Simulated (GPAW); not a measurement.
Here is a GPAW 26.7.0 calculation.

Contents of run.py:

```python
import numpy as np
from ase.dft.bandgap import bandgap
from ase.io import write
from ase.spacegroup import crystal
from ase.units import Ha
from gpaw import GPAW, PW
from gpaw.hybrids.energy import non_self_consistent_energy
from gpaw.new.pw.nschse import non_self_consistent_matrix_elements

# Zn 2b
# S 2b
atoms = crystal(['Zn', 'S'],
                basis=[[0.6666666667, 0.3333333333, 0.5],
                       [0.6666666667, 0.3333333333, 0.885]],
                spacegroup=186, setting=1,  # P6_3mc
                cellpar=[3.811, 3.811, 6.234, 90.0, 90.0, 120.0],
                primitive_cell=True)

calc = GPAW(mode=PW(400),
            xc='MGGA_X_R2SCAN+MGGA_C_R2SCAN',
            kpts={'size': (4, 4, 3), 'gamma': True},
            occupations={'name': 'fermi-dirac', 'width': 0.001},
            nbands=31,
            convergence={'density': 1e-06, 'bands': 29},
            maxiter=150,
            txt='gpaw.txt')
atoms.calc = calc
energy = atoms.get_potential_energy()
calc.write('gs.gpw')
write('result.traj', atoms)
print(f'Energy: {energy:.6f} eV')
print('Fermi level:', round(calc.get_fermi_level(), 4), 'eV')
print(f'Gap: {bandgap(calc)[0]:.4f} eV, direct: {bandgap(calc, direct=True)[0]:.4f} eV')

calc.write('wfs.gpw', mode='all')
eps = calc.eigenvalues()
free = calc.get_potential_energy(force_consistent=True)
semilocal_x = free + calc.get_xc_difference('MGGA_X_R2SCAN')  # without correlation
exact_x = non_self_consistent_energy(calc, 'EXX').sum()
h_x = non_self_consistent_matrix_elements(GPAW('wfs.gpw').dft, 'MGGA_X_R2SCAN')
h_exx = non_self_consistent_matrix_elements(GPAW('wfs.gpw').dft, 'EXX')
shift = np.einsum('sknn->skn', h_exx - h_x).real * Ha
np.savetxt('shift.dat', shift[..., :29].reshape((-1, 29)), fmt='%.4f')
occupied = eps < calc.get_fermi_level()
for name, a in {'r2SCAN0': 0.25, 'r2SCANh': 0.1, 'r2SCAN50': 0.5, 'r2SCAN-EpsX': 0.182}.items():
    levels = (eps + a * shift)[..., :29]
    gap = levels[~occupied[..., :29]].min() - levels[occupied[..., :29]].max()
    print(f'{name}: share {a}, energy {free + a * (exact_x - semilocal_x):.6f} eV, gap {gap:.4f} eV')
```

Potentials or basis: GPAW PAW data sets (gpaw-data 1.2.1), pw.

Launch:

```sh
$ OMP_NUM_THREADS=1 python run.py
```

Question: Estimate the band gap on the k mesh.

Answer: 2.82 eV, direct.

Band gaps from one-shot exact exchange on these states (eV): r2scan0 4.51, r2scanh 3.49, r2scan50 6.19, r2scan_epsx 4.05

Caveat: the k mesh is coarse (spacing up to 0.48 Å⁻¹), so the values aren't converged; energy and the plain gap are those of the semilocal run; the hybrids' values are one shot on its orbitals and mesh; the PAW data sets were made with another functional, which shifts forces and pressure a little. r2SCAN opens gaps a little over a GGA but as a rule still falls short of measured ones.
